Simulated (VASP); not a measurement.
# HfC (Fm-3m) in VASP: a series of runs

The runs below take HfC through relaxation of cell and atoms, with optPBE-vdW, optB88-vdW.

All numbers are computed with VASP 6.6.1; they aren't measurements. Logs are shortened: lines on timing, memory, paths and dates and some standing lists are left out, and cuts for length are marked.

**1. Starting point**

It takes space group Fm-3m (No. 225, cubic). The conventional cell has a = 4.650 Å, b = 4.650 Å, c = 4.650 Å, α = 90.00°, β = 90.00°, γ = 90.00°. Hf (site symmetry m-3m) has 6 C at 2.33 Å as nearest neighbours. C (site symmetry m-3m) is surrounded by 6 Hf at 2.33 Å.

**2. Relaxation of cell and atoms, optPBE-vdW**

Contents of INCAR:

```
SYSTEM = HfC
PREC = Accurate
ENCUT = 600
EDIFF = 1E-6
ISMEAR = -1
SIGMA = 0.05
LREAL = .FALSE.
LASPH = .TRUE.
NELM = 100
ALGO = Normal
ISIF = 3
LWAVE = .FALSE.
LCHARG = .FALSE.
GGA = OR
LUSE_VDW = .TRUE.
AGGAC = 0.0
IBRION = 2
NSW = 40
EDIFFG = -0.01
```

Contents of KPOINTS:

```
Automatic mesh
0
G
  10 10 10
  0 0 0
```

Contents of POSCAR:

```
HfC
1.0
    0.0000000000      2.3250000000      2.3250000000
    2.3250000000      0.0000000000      2.3250000000
    2.3250000000      2.3250000000      0.0000000000
Hf C
1 1
Direct
    0.5000000000      0.5000000000      0.5000000000
    0.0000000000      0.0000000000      0.0000000000
```

Potentials or basis: VASP PAW PBE potentials, release 64 (Hf_pv, C).

Run with:

```console
> cat potpaw_PBE.64/Hf_pv/POTCAR potpaw_PBE.64/C/POTCAR > POTCAR
> mpirun -np 1 vasp_std > vasp.out
```

OUTCAR:

```text
SYSTEM = HfC
   PREC = Accurate
   ENCUT = 600
   EDIFF = 1E-6
   ISMEAR = -1
   LREAL = .FALSE.
   LASPH = .TRUE.
   NELM = 100
   ISIF = 3
   GGA = OR
   IBRION = 2
   NSW = 40
   EDIFFG = -0.01

 ion  position               nearest neighbor table
   1  0.500  0.500  0.500-   2 2.33   2 2.33   2 2.33   2 2.33   2 2.33   2 2.33
   2  0.000  0.000  0.000-   1 2.33   1 2.33   1 2.33   1 2.33   1 2.33   1 2.33

  LATTYP: Found a face centered cubic cell.
 ALAT       =     4.6500000000

  Lattice vectors:

 A1 = (   0.0000000000,   2.3250000000,   2.3250000000)
 A2 = (   2.3250000000,   0.0000000000,   2.3250000000)
 A3 = (   2.3250000000,   2.3250000000,   0.0000000000)

Analysis of symmetry for initial positions (statically):
=====================================================================
 Subroutine PRICEL returns:
 Original cell was already a primitive cell.

 Routine SETGRP: Setting up the symmetry group for a
 face centered cubic supercell.

 Subroutine GETGRP returns: Found 48 space group operations
 (whereof 48 operations were pure point group operations)
 out of a pool of 48 trial point group operations.

The static configuration has the point symmetry O_h .

Analysis of symmetry for dynamics (positions and initial velocities):
=====================================================================
 Subroutine PRICEL returns:
 Original cell was already a primitive cell.

 Routine SETGRP: Setting up the symmetry group for a
 face centered cubic supercell.

 Subroutine GETGRP returns: Found 48 space group operations
 (whereof 48 operations were pure point group operations)
 out of a pool of 48 trial point group operations.

The dynamic configuration has the point symmetry O_h .

 Subroutine INISYM returns: Found 48 space group operations
 (whereof 48 operations are pure point group operations),
 and found     1 'primitive' translations

----------------------------------------------------------------------------------------

                                     Primitive cell

  volume of cell :      25.1362

  direct lattice vectors                    reciprocal lattice vectors
     0.000000000  2.325000000  2.325000000    -0.215053763  0.215053763  0.215053763
     2.325000000  0.000000000  2.325000000     0.215053763 -0.215053763  0.215053763
     2.325000000  2.325000000  0.000000000     0.215053763  0.215053763 -0.215053763

  length of vectors
     3.288046533  3.288046533  3.288046533     0.372484045  0.372484045  0.372484045

  position of ions in fractional coordinates (direct lattice)
     0.500000000  0.500000000  0.500000000
     0.000000000  0.000000000  0.000000000

  ion indices of the primitive-cell ions
   primitive index   ion index
                 1           1
                 2           2

----------------------------------------------------------------------------------------

 KPOINTS: Automatic mesh

Automatic generation of k-mesh.
 Grid dimensions read from file:
 generate k-points for:   10   10   10

 Generating k-lattice:

  Cartesian coordinates                     Fractional coordinates (reciprocal lattice)
    -0.021505376  0.021505376  0.021505376     0.100000000  0.000000000  0.000000000
     0.021505376 -0.021505376  0.021505376     0.000000000  0.100000000  0.000000000
     0.021505376  0.021505376 -0.021505376     0.000000000  0.000000000  0.100000000

  Length of vectors
     0.037248404  0.037248404  0.037248404

  Shift w.r.t. Gamma in fractional coordinates (k-lattice)
     0.000000000  0.000000000  0.000000000

 Subroutine IBZKPT returns following result:
 ===========================================

 Found     47 irreducible k-points:

 Following reciprocal coordinates:
            Coordinates               Weight
  0.000000  0.000000  0.000000      1.000000
  0.100000  0.000000  0.000000      8.000000
  0.200000  0.000000  0.000000      8.000000
  0.300000  0.000000  0.000000      8.000000
  0.400000  0.000000  0.000000      8.000000
  0.500000  0.000000  0.000000      4.000000
[... 16 lines left out ...]
  0.300000  0.300000  0.000000      6.000000
  0.400000  0.300000  0.000000     24.000000
 [... further k-points ...]
   k-points           NKPTS =     47   k-points in BZ     NKDIM =     47   number of bands    NBANDS=     11
   number of dos      NEDOS =    301   number of ions     NIONS =      2
   total plane-waves  NPLWV =  21952
   dimension x,y,z NGX =    28 NGY =   28 NGZ =   28
   dimension x,y,z NGXF=    56 NGYF=   56 NGZF=   56
   ions per type =               1   1
   NGX,Y,Z   is equivalent  to a cutoff of  14.16, 14.16, 14.16 a.u.
   NGXF,Y,Z  is equivalent  to a cutoff of  28.31, 28.31, 28.31 a.u.
 SYSTEM =  HfC
   PREC   = accura    normal or accurate (medium, high low for compatibility)
   ISTART =      0    job   : 0-new  1-cont  2-samecut
   ICHARG =      2    charge: 1-file 2-atom 10-const
   ISPIN  =      1    spin polarized calculation?
   LNONCOLLINEAR =      F non collinear calculations
   LSORBIT =      F    spin-orbit coupling
   LASPH  =      T    aspherical Exc in radial PAW
   ENCUT  =  600.0 eV  44.10 Ry    6.64 a.u.   6.57  6.57  6.57*2*pi/ulx,y,z
   NELM   =    100;   NELMIN=  2; NELMDL= -5     # of ELM steps
   EDIFF  = 0.1E-05   stopping-criterion for ELM
   LREAL  =      F    real-space projection
   EDIFFG = -.1E-01   stopping-criterion for IOM
   NSW    =     40    number of steps for IOM
   IBRION =      2    ionic relax: 0-MD 1-quasi-New 2-CG
   NFREE  =      1    steps in history (QN), initial steepest desc. (CG)
   ISIF   =      3    stress and relaxation
   ISYM   =      2    0-nonsym 1-usesym 2-fastsym
   POTIM  = 0.5000    time-step for ionic-motion
   TEBEG  =    0.0;   TEEND  =   0.0 temperature during run
   PSTRESS=    0.0 pullay stress
   NELECT =      14.0000    total number of electrons
   NUPDOWN=      -1.0000    fix difference up-down
   EMIN   =  10.00;   EMAX   =-10.00  energy-range for DOS
   EFERMI =   0.00;   METHOD = LEGACY
   ISMEAR =    -1;   SIGMA  =   0.05  broadening in eV -4-tet -1-fermi 0-gaus
   EFERMI_NEDOS =   21; number of points for ismear=-14 and -15
   IALGO  =     38    algorithm
   IMIX   =      4    mixing-type and parameters
     AMIX     =   0.40;   BMIX     =  1.00
     AMIX_MAG =   1.60;   BMIX_MAG =  1.00
  volume/ion in A,a.u.               =      12.57        84.81
  Fermi-wavevector in a.u.,A,eV,Ry     =   1.346949  2.545365 24.684672  1.814272
  Thomas-Fermi vector in A             =   2.474740
   LORBIT       =      0    0 simple, 1 ext, 2 COOP (PROOUT), +10 PAW based schemes
   GGA     = OR    functional components
   LHFCALC =     F    Hartree Fock is set to
   AEXX    =    0.0000 exact exchange contribution
   IVDW_NL    =     1    kernel type
   BPARAM     = 6.3000
   IVDW    =     0    specifies the selected vdW correction
   LEPSILON=     F    determine dielectric tensor
   LRPA    =     F    only Hartree local field effects (RPA)
 conjugate gradient relaxation of ions
 non-spin polarized calculation
  energy-cutoff  :      600.00
  volume of cell :       25.14
 maximum number of plane-waves:       869
 NGX is ok and might be reduce to    28
   NGX = 13   NGY = 13   NGZ = 13

--------------------------------------- Ionic step        1  -------------------------------------------

 number of electron      14.0000000 magnetization

 Free energy of the ion-electron system (eV)
  ---------------------------------------------------
  ext. energy  EPLUGINS =         0.00000000
  ---------------------------------------------------
  free energy    TOTEN  =       -17.07016621 eV

  energy without entropy =      -17.06741342  energy(sigma->0) =      -17.06878982

------------------------ aborting loop because EDIFF is reached ----------------------------------------

  FORCE on cell =-STRESS in cart. coord.  units (eV):
  Direction    XX          YY          ZZ          XY          YZ          ZX
  --------------------------------------------------------------------------------------
  -------------------------------------------------------------------------------------
  Total        0.2673813      0.2673813      0.2673813      0.0000000      0.0000000     -0.0000000
  in kB       17.0428710     17.0428710     17.0428710      0.0000000      0.0000000     -0.0000000
  external PRESSURE =      17.0428710 kB  Pullay stress =       0.0000000 kB
[... 61 lines left out ...]
Total vdW correction in eV:      1.6388571

--------------------------------------- Ionic step        3  -------------------------------------------

 number of electron      14.0000001 magnetization

 Free energy of the ion-electron system (eV)
  ---------------------------------------------------
  ext. energy  EPLUGINS =         0.00000000
  ---------------------------------------------------
  free energy    TOTEN  =       -17.07110730 eV

  energy without entropy =      -17.06831874  energy(sigma->0) =      -17.06971302

 E-fermi :   5.9420     XC(G=0): -12.1632

 val. band max:        5.9297318451   @ k =   0.2000   0.2000   0.0000
 cond. band min:       6.0566630780   @ k =   0.1000   0.1000   0.0000
 fundamental gap:      0.1269312329
 Fermi energy:         5.9420430050

 k-point     1 :       0.0000    0.0000    0.0000
  band No.  band energies     occupation
      1     -23.8173      2.00000
      2     -23.8173      2.00000
      3     -23.8173      2.00000
      4      -6.3290      2.00000
      5       6.8837      0.00000
      6       6.8837      0.00000
      7       6.8837      0.00000
      8       7.2983      0.00000
      9       7.2983      0.00000
     10       7.2983      0.00000
     11       9.2643      0.00000
[... 309 lines left out ...]
 k-point    24 :       0.4000    0.3000    0.0000
  band No.  band energies     occupation
      1     -24.2852      2.00000
      2     -24.0059      2.00000
      3     -23.9863      2.00000
      4      -4.2902      2.00000
      5       2.2427      2.00000
      6       4.1612      2.00000
      7       5.1964      2.00000
      8       6.1329      0.04301
      9      11.1891      0.00000
     10      12.1618      0.00000
     11      12.2925      0.00000

 [... further k-points ...]

------------------------ aborting loop because EDIFF is reached ----------------------------------------

  FORCE on cell =-STRESS in cart. coord.  units (eV):
  Direction    XX          YY          ZZ          XY          YZ          ZX
  --------------------------------------------------------------------------------------
  -------------------------------------------------------------------------------------
  Total        0.0011839      0.0011839      0.0011839      0.0000000     -0.0000000      0.0000000
  in kB        0.0749236      0.0749236      0.0749236      0.0000000     -0.0000000      0.0000000
  external PRESSURE =       0.0749236 kB  Pullay stress =       0.0000000 kB
[... 17 lines left out ...]
  FREE ENERGIE OF THE ION-ELECTRON SYSTEM (eV)
  ---------------------------------------------------
  free  energy   TOTEN  =       -17.0711072959 eV

  energy  without entropy=      -17.0683187385  energy(sigma->0) =      -17.06971302

Total vdW correction in eV:      1.6266034

 reached required accuracy - stopping structural energy minimisation
```

It took 2.3 min on 1 thread of Intel Xeon Platinum 8259CL at 2.50GHz (Skylake/Cascade Lake), shared host; peak memory 0.32 GiB.

Results:

* Free energy: -17.0711 eV
* Relaxed volume: 12.66 Å³/atom
* Relaxed cell: a = 3.296 Å, b = 3.296 Å, c = 3.296 Å, α = 60.00°, β = 60.00°, γ = 60.00°
* Space group after relaxing (to 0.05 Å): Fm-3m (No. 225)
* Energy gained by relaxing: 0.5 meV/atom
* Ionic steps: 3
* Pressure after relaxing: 0.0 GPa
* Band gap on the k mesh: none (metal or under the smearing width)

Step by step:
```tsv
step	energy change (eV)	largest force (eV/Å)	pressure (GPa)	volume (Å³)
1	0.0000	0.0000	1.70	25.14
2	0.0018	0.0000	-2.82	25.63
3	-0.0009	0.0000	0.01	25.32
```

Final structure:
```yaml
crystal:
  lattice:
    - [0.00000, 2.33053, 2.33053]
    - [2.33053, 0.00000, 2.33053]
    - [2.33053, 2.33053, 0.00000]
  atoms:
    - { symbol: Hf, position: [0.50000, 0.50000, 0.50000] }
    - { symbol: C, position: [0.00000, 0.00000, 0.00000] }
```

Caveat: the PAW data sets were made with another functional, which shifts forces and pressure a little. Spin-orbit coupling is left out, which matters for the levels of Hf.

[end of part 1 of 2]
